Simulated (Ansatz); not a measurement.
# Sn: the cost of one run

Computed with Ansatz 0.2.0 (DFT PBE+D3(BJ), scalar-relativistic, plane waves, PAW, unless a step's input says otherwise).

2 further runs of the same task are left out: 2 set aside as unsound or not needed.

### Step 1. The system as given

It takes space group I4/mmm (No. 139, tetragonal). The conventional cell has a = 3.509 Å, b = 3.509 Å, c = 4.335 Å, α = 90.00°, β = 90.00°, γ = 90.00°. Around Sn (site symmetry 4/mmm) lie 12 Sn at 3.29 to 3.51 Å.

As a file:

```cif
data_structure
_symmetry_space_group_name_H-M 'P 1'
_symmetry_Int_Tables_number 1
_cell_length_a 3.2946
_cell_length_b 3.2946
_cell_length_c 3.2946
_cell_angle_alpha 115.650
_cell_angle_beta 115.642
_cell_angle_gamma 97.723
_cell_volume 26.69
loop_
_atom_site_label
_atom_site_type_symbol
_atom_site_fract_x
_atom_site_fract_y
_atom_site_fract_z
_atom_site_occupancy
Sn1 Sn 0.00000 0.00000 0.00000 1
```

It goes back to an entry of the Materials Project, which need not be the stable form.

This cell was relaxed beforehand with the same method: volume 26.69 Å³/atom, gap on the mesh none (metal).

### Step 2. Bands, states and charges

input.yaml reads:

```yaml
crystal:
  lattice:
    - [-1.7544065535, 1.7546137013, 2.167490721]
    - [1.7544065535, -1.7546137013, 2.167490721]
    - [1.7544065535, 1.7546137013, -2.167490721]
  atoms:
    - { symbol: Sn, position: [0.0, 0.0, 0.0] }
basis:
  ecutwfc: 420
kpoints:
  mp_grid: { grid: [16, 16, 16] }
  band_path:
    path:
      - [[0.0, 0.0, 0.0], [2.952e-05, -2.952e-05, 0.5], [0.25002952, 0.24997048, 0.25], [1.476e-05, 0.49998524, -1.476e-05], [0.0, 0.0, 0.0], [0.5, 0.5, -0.5], [0.4138139, 0.5861861, -0.4138139]]
      - [[-0.41378439, 0.41378439, 0.41378439], [0.0, 0.0, 0.0]]
      - [[2.952e-05, -2.952e-05, 0.5], [-0.32758812, 0.32758812, 0.49998066]]
      - [[0.50001018, 0.49998982, -0.32761763], [0.5, 0.5, -0.5]]
    npoints: 14
hamiltonian:
  xc: pbe
  dispersion: d3bj
scf:
  occupations: { method: gaussian, width: 0.1 }
  n_extra_bands: 6
output:
  forces: true
  stress: true
  eigenvalues: true
  populations: true
  dos: { projected: true, de: 0.02, nscf_kmesh: { grid: [24, 24, 24] } }
  bader: true
  write_density: true
  write_potential: true
  elf: true
  volumetric_format: npy
```

Started as:

```
$ ansatz run input.yaml --threads 1 --pin off --max-ram 2560MiB --backend cpu --events-out ev --progress --plain --runs-dir out
```

What time and memory should one allow on 1 thread of Intel Xeon at 2.70GHz, shared host?

About 46 s, with a peak of 0.68 GiB.
